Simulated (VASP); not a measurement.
The system is ZnS.

```xyz
4
Lattice="3.7856 0.0000 0.0000 -1.8928 3.2784 0.0000 0.0000 0.0000 6.2125" Properties=species:S:1:pos:R:3 pbc="T T T"
Zn    0.0000    2.1856    0.0336
Zn    1.8928    1.0928    3.1399
S     0.0000    2.1856    2.3582
S     1.8928    1.0928    5.4644
```

Base run:

- Program: VASP 6.6.1
- Functional: PBEsol
- Potentials or basis: VASP PAW PBE potentials, release 64 (Zn, S)
- Cutoff: 520 eV
- k mesh: 9 × 9 × 5
- Occupations: gaussian, width 0.03 eV
- Spin: no spin polarisation

Its results: band gap on the k mesh 2.15 eV, direct; pressure 0.0 GPa.

Problem. The run is repeated on the same cell with these changes: functional from PBEsol to r2SCAN. What comes out?

Solution. Band gap on the k mesh 2.87 eV, direct; pressure 1.4 GPa.

r2SCAN gives the wider gap, since meta-GGAs in the generalised Kohn-Sham scheme recover part of the derivative discontinuity.

Caveats: the PAW data sets were made with another functional, which shifts forces and pressure a little.
